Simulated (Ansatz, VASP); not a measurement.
## AlN in VASP and in Ansatz

```
Al N
1.0
     0.00000    2.27009    2.18488
     2.27009    0.00000    2.18488
     2.27009    2.27009    0.00000
Al N
1 1
Direct
  0.00000 0.00000 0.00000
  0.25000 0.25000 0.25000
```

Change from the starting cell: biaxial_xy strain +3.9%.

Alike in both runs: task single point; functional r2SCAN; k mesh 10 × 10 × 10; no spin polarisation.

```csv
,VASP,Ansatz
version,VASP 6.6.1,Ansatz 0.2.0
potentials or method,"VASP PAW PBE potentials, release 64 (Al, N)","plane waves, PAW"
plane-wave cutoff (eV),520,500
occupations,"gaussian, width 0.01 eV",fixed
valence electrons in the cell,8,8
```

|  | VASP | Ansatz | Ansatz less VASP |
| --- | --- | --- | --- |
| gap on the k mesh at the Fermi level (eV) | 3.67 | 3.68 | +0.005 |
| pressure (GPa) | -14.4 | -14.0 | +0.39 |
| largest component of the traceless stress (GPa) | 3.50 | 3.49 | -0.014 |

Caveats: the PAW data sets were made with another functional, which shifts forces and pressure a little (VASP). A k mesh can miss the band edges.
